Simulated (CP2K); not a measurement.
Ge under changes of volume

One of the cells (22.639 Å³/atom); the others are scaled copies at fixed shape and fractional positions:

```
Ge
1.0
     4.00068    0.00000    0.00000
     2.00034    3.46469    0.00000
     2.00034    1.15490    3.26654
Ge
2
Direct
  0.75000 0.75000 0.75000
  0.50000 0.50000 0.50000
```

```yaml
Program: CP2K 2026.2
Functional: LDA
Potentials_or_basis: GTH_POTENTIALS Ge GTH-PADE-q4; TZVP-MOLOPT-PBE-GTH basis
Density_cutoff: 6123 eV
k_mesh: 8 × 8 × 8
Occupations: fermi-dirac, width 0.01 eV
Spin: no spin polarisation
```

| volume (Å³/atom) | energy over the lowest point (meV/atom) | pressure (GPa) |
| --- | --- | --- |
| 21.281 | ? | ? |
| 21.733 | 0.00 | -0.1 |
| 22.186 | 2.27 | -1.5 |
| 22.639 | 8.36 | -2.7 |
| 23.092 | 17.72 | -3.9 |
| 23.545 | 30.21 | -4.9 |
| 23.997 | 45.32 | -5.8 |

Problem. What does the run at 21.281 Å³/atom give?

Solution. Energy over the lowest point 2.17 meV/atom; pressure 1.6 GPa.

Worked out: A Birch-Murnaghan fit of order 3 (a polynomial in V^(-2/3)) to the other rows has its minimum at 21.70 Å³/atom, just outside them, with B0 = V·E''(V) = 71 GPa and B' = 4.2. It gives 1.89 meV/atom at 21.281 Å³/atom, against the run's 2.17, and -dE/dV = 1.5 GPa, against 1.6.

Energies are extrapolated to zero smearing.

Caveats: the basis of atomic orbitals isn't converged, which shifts pressures, moduli and gaps.
